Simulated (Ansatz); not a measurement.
# PbS: band gap under strain

Aim: follow the gap of rocksalt PbS through these states: no strain; -4.0 % biaxial strain in x and y, free along z; -3.0 % biaxial strain in x and y, free along z. The table at the end shows which levels were run.

Code: Ansatz 0.2.0. PAW datasets, plane waves. (Simulation; spin polarisation is off.)

### 1 Starting point

The unstrained cell was relaxed with r2SCAN; in each strained cell the atoms were relaxed again with r2SCAN. Names of k-points are those of the unstrained zone, where strain can split equivalent points. First state: no strain.

It is cubic, Fm-3m (No. 225); conventional cell a = 5.974 Å, 26.66 Å³ an atom. Around Pb lie 6 S at 2.99 Å; around S lie 6 Pb at 2.99 Å.

As a file:

Space group Fm-3m (No. 225). a = 5.974 Å, b = 5.974 Å, c = 5.974 Å, α = 90.00°, β = 90.00°, γ = 90.00°
```json
{"atom": "Pb", "site": "4a", "symmetry": "m-3m", "x": "0.0000", "y": "0.0000", "z": "0.0000"}
{"atom": "S", "site": "4b", "symmetry": "m-3m", "x": "0.5000", "y": "0.0000", "z": "0.0000"}
```

### 2 No strain: PBE

Contents of input.yaml:

```yaml
crystal:
  lattice:
    - [0.0, 2.9872326762, 2.9872326762]
    - [2.9872326762, 0.0, 2.9872326762]
    - [2.9872326762, 2.9872326762, 0.0]
  atoms:
    - { symbol: Pb, position: [0.0, 0.0, 0.0] }
    - { symbol: S, position: [0.5, 0.5, 0.5] }
kpoints:
  mp_grid: { grid: [8, 8, 8] }
  band_path:
    path:
      - [0.0, 0.0, 0.0]
      - [0.5, 0.0, 0.5]
      - [0.625, 0.25, 0.625]
      - [0.375, 0.375, 0.75]
      - [0.5, 0.5, 0.5]
      - [0.5, 0.25, 0.75]
      - [0.0, 0.0, 0.5]
    npoints: 1
hamiltonian:
  xc: pbe
scf:
  occupations: { method: fermi_dirac, width: 0.02 }
  n_extra_bands: 4
output:
  forces: true
  stress: true
  eigenvalues: true
```

Command:

```bash
$ ansatz run input.yaml --threads 2 --pin off --max-ram 29491MiB --backend cpu --events-out ev --progress --plain --runs-dir out
```

Further steps of the session: No strain: r2SCAN; No strain: HSE06; No strain: r2SCAN+SOC; No strain: r2SCAN; No strain: G0W0@PBE; -4.0 % biaxial strain in x and y, free along z: PBE; -4.0 % biaxial strain in x and y, free along z: r2SCAN; -4.0 % biaxial strain in x and y, free along z: HSE06; -4.0 % biaxial strain in x and y, free along z: r2SCAN+SOC; -3.0 % biaxial strain in x and y, free along z: PBE; -3.0 % biaxial strain in x and y, free along z: r2SCAN; -3.0 % biaxial strain in x and y, free along z: HSE06; -3.0 % biaxial strain in x and y, free along z: r2SCAN+SOC.

Before running it: what results should come out?

**Answer**, as computed:

Least gap in eV (negative: overlap), with the change from the unstrained cell in brackets. G0W0 is on its own coarse mesh.

```
                                         state  volume change (%)           PBE        r2SCAN         HSE06  G0W0
                                     no strain               +0.0          0.43          0.69          0.88  0.61
-4.0 % biaxial strain in x and y, free along z               -6.9  0.09 (-0.34)  0.32 (-0.37)  0.48 (-0.40)     –
-3.0 % biaxial strain in x and y, free along z               -5.2  0.19 (-0.24)  0.44 (-0.25)  0.60 (-0.28)     –
```

What this shows: With HSE06, of the states in the table -4.0 % biaxial strain in x and y, free along z shifts the gap most, by -0.399 eV. PBE and HSE06 differ by 0.44 eV on the unstrained gap, and by at most 0.05 eV on its change: PBE follows the response to strain far better than the gap itself. Spin-orbit coupling is left out of the table, though the cell holds Pb (Z = 82); in an element this heavy it can shift bands and gaps by tenths of an eV. G0W0 here is at a finite number of bands, screening cutoff and k mesh, not at the basis limit.
